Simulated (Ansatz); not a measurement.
## Molecular dynamics of WS₂

Input file:

```yaml
crystal:
  lattice:
    - [-3.308604, -1.910223, 6.45726]
    - [3.308604, -1.910223, 6.45726]
    - [0.0, 3.820446, 6.45726]
  atoms:
    - { symbol: W, position: [0.0, 0.0, 0.0] }
    - { symbol: S, position: [0.2497, 0.2497, 0.2497] }
    - { symbol: S, position: [0.419, 0.419, 0.419] }
    - { symbol: W, position: [0.5, 0.5, 0.0] }
    - { symbol: S, position: [0.7497, 0.7497, 0.2497] }
    - { symbol: S, position: [0.919, 0.919, 0.419] }
    - { symbol: W, position: [0.5, 0.0, 0.5] }
    - { symbol: S, position: [0.7497, 0.2497, 0.7497] }
    - { symbol: S, position: [0.919, 0.419, 0.919] }
    - { symbol: W, position: [0.0, 0.5, 0.5] }
    - { symbol: S, position: [0.2497, 0.7497, 0.7497] }
    - { symbol: S, position: [0.419, 0.919, 0.919] }
basis:
  ecutwfc: 420.0
kpoints:
  mp_grid: { grid: [2, 2, 2] }
hamiltonian:
  xc: lda
  pseudopotentials: { kind: paw, azcp: { folder: soft_1 } }
scf:
  occupations: { method: fermi_dirac, width: 0.3 }
  lower_state_search: "off"
  max_iter: 93
md:
  timestep: 4.5
  n_steps: 190
  ensemble: nve
  temperature: 7000.0
  initial_velocities: maxwell_boltzmann
  seed: 315973
```

Command:

```bash
$ ansatz run input.yaml --threads 1 --pin off --max-ram 3072MiB --backend cpu --events-out ev --progress --plain --runs-dir out
```

It starts from an unrelaxed structure (largest force component 2.47 eV/Å).

Output, in part (step lines):

```
md step     0: t =     0.00 fs  T =  7000.0 K  F+E_penalty+E_count = -47487.67444465 eV  E_kin = 9.953020 eV  conserved = -47477.72142473 eV  (10 SCF iters)
md step     1: t =     4.50 fs  T =  6935.9 K  F+E_penalty+E_count = -47487.60002196 eV  E_kin = 9.861917 eV  conserved = -47477.73810500 eV  (11 SCF iters)
md step     2: t =     9.00 fs  T =  6229.3 K  F+E_penalty+E_count = -47486.60613956 eV  E_kin = 8.857174 eV  conserved = -47477.74896519 eV  (9 SCF iters)
md step     3: t =    13.50 fs  T =  4864.3 K  F+E_penalty+E_count = -47484.63683717 eV  E_kin = 6.916308 eV  conserved = -47477.72052960 eV  (9 SCF iters)
md step     4: t =    18.00 fs  T =  3218.1 K  F+E_penalty+E_count = -47482.22314397 eV  E_kin = 4.575744 eV  conserved = -47477.64740027 eV  (8 SCF iters)
md step     5: t =    22.50 fs  T =  2020.8 K  F+E_penalty+E_count = -47480.46911171 eV  E_kin = 2.873308 eV  conserved = -47477.59580402 eV  (7 SCF iters)
md step     6: t =    27.00 fs  T =  1782.3 K  F+E_penalty+E_count = -47480.14380046 eV  E_kin = 2.534169 eV  conserved = -47477.60963161 eV  (6 SCF iters)
md step     7: t =    31.50 fs  T =  2397.6 K  F+E_penalty+E_count = -47481.06442139 eV  E_kin = 3.409093 eV  conserved = -47477.65532857 eV  (6 SCF iters)
[... lines left out ...]
md step   189: t =   850.50 fs  T =  2841.8 K  F+E_penalty+E_count = -47481.71301643 eV  E_kin = 4.040657 eV  conserved = -47477.67235899 eV  (6 SCF iters)
md step   190: t =   855.00 fs  T =  2820.0 K  F+E_penalty+E_count = -47481.68006335 eV  E_kin = 4.009671 eV  conserved = -47477.67039254 eV  (8 SCF iters)
```

The steps, from the saved trajectory:

| time (fs) | T (K) | potential energy less start (eV) | conserved less start (meV/atom) |
| --- | --- | --- | --- |
| 0.0 | 7000 | 0.000 | 0.00 |
| 27.0 | 1782 | 7.531 | 9.32 |
| 54.0 | 4062 | 4.204 | 2.23 |
| 81.0 | 1623 | 7.715 | 5.83 |
| 108.0 | 3523 | 4.978 | 2.87 |
| 135.0 | 4187 | 4.024 | 2.06 |
| 162.0 | 3698 | 4.747 | 4.32 |
| 189.0 | 4157 | 4.082 | 3.31 |
| 216.0 | 3098 | 5.610 | 5.25 |
| 243.0 | 2815 | 6.002 | 4.25 |
| 270.0 | 2817 | 5.993 | 3.82 |
| 297.0 | 2920 | 5.852 | 4.27 |
| 324.0 | 2713 | 6.159 | 5.22 |
| 351.0 | 3834 | 4.554 | 4.40 |
| 378.0 | 4180 | 4.047 | 3.11 |
| 405.0 | 3078 | 5.617 | 3.32 |
| 432.0 | 3746 | 4.671 | 3.71 |
| 459.0 | 2813 | 6.009 | 4.66 |
| 486.0 | 3292 | 5.316 | 3.63 |
| 513.0 | 3546 | 4.967 | 4.71 |
| 540.0 | 3281 | 5.328 | 3.27 |
| 567.0 | 4343 | 3.801 | 1.95 |
| 594.0 | 2779 | 6.066 | 5.32 |
| 621.0 | 3365 | 5.237 | 5.70 |
| 648.0 | 2975 | 5.789 | 5.54 |
| 675.0 | 2533 | 6.413 | 5.19 |
| 702.0 | 3549 | 4.950 | 3.59 |
| 729.0 | 4039 | 4.247 | 3.10 |
| 756.0 | 3248 | 5.396 | 5.03 |
| 783.0 | 3176 | 5.482 | 3.73 |
| 810.0 | 2601 | 6.317 | 5.11 |
| 837.0 | 2858 | 5.954 | 5.40 |

The run went to its last step. The conserved energy wandered by up to 10.5 meV per atom (net 4.3 meV per atom), which is poor conservation. The temperature averaged 0.47 of the 7000 K drawn at the start: a run that starts near a minimum puts about half its kinetic energy into the potential. A run of 0.85 ps of so small a system gives no equilibrium averages. Limits of this set-up: coarse k mesh, PAW files made for another functional.

Mean squared displacements from the first frame to the last, about the centre of mass: W 0.14 Å², S 0.16 Å².

Last frame:

```xyz
12
Lattice="-3.3086 -1.9102 6.4573 3.3086 -1.9102 6.4573 0.0000 3.8204 6.4573" Properties=species:S:1:pos:R:3
W -0.159 0.456 -0.098
S 0.219 0.223 4.960
S -0.191 0.308 8.246
W -0.034 -1.919 6.422
S -0.171 -1.741 11.133
S 0.342 -2.104 14.487
W -1.591 0.779 6.314
S -1.343 0.883 11.384
S -2.123 0.716 14.163
W 1.759 0.582 6.788
S 1.631 0.924 11.453
S 1.780 1.372 14.424
```

The run took 19 min on 1 thread of Arm Neoverse V1, with other jobs on the host, peak memory 0.54 GiB.
